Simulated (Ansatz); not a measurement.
# Equation of state of ZnS under m-r2SCAN

It takes space group F-43m (No. 216, cubic). The conventional cell has a = 5.404 Å, b = 5.404 Å, c = 5.404 Å, α = 90.00°, β = 90.00°, γ = 90.00°. Around Zn (site symmetry -43m) lie 4 S at 2.34 Å. S (site symmetry -43m) is surrounded by 4 Zn at 2.34 Å.

The cell was scaled at fixed shape and fractions and run with Ansatz, Ansatz PAW, cutoff 500 eV; m-r2SCAN, k mesh 9 × 9 × 9 on the cell of 2 atoms, fermi-dirac occupations of 0.05 eV, no spin polarisation, no spin-orbit coupling. The potentials were made for PBE. Energies are those that the program minimises, any entropy of the smearing included.

```tsv
V (Å³/atom)	energy over the lowest row (meV/atom)
18.5432	14.049
18.9377	4.885
19.3322	?
19.7268	0.000
20.1213	3.383
20.5158	10.119
20.9104	19.865
```

Question: Fit the third-order Birch-Murnaghan form, give V0, B0 and B′, and predict the energy left open.

Answer: With y = (V0/V)^(2/3), E = E0 + (9 V0 B0/16) [(y - 1)³ B′ + (y - 1)² (6 - 4y)]. Least squares through the rows shown give V0 = 19.5637 Å³/atom, E0 = -0.326 meV, B0 = 78.63 GPa (1 eV/Å³ = 160.218 GPa) and B′ = 4.37, with a largest miss of 0.003 meV. At V = 19.3322 the form with these constants gives 0.361 meV; the run gave 0.362 meV an atom. Measured volume: 19.78 Å³/atom at 300 K (a printed reference work), so the fit lies -1.1 % from it. The runs are for a static lattice.
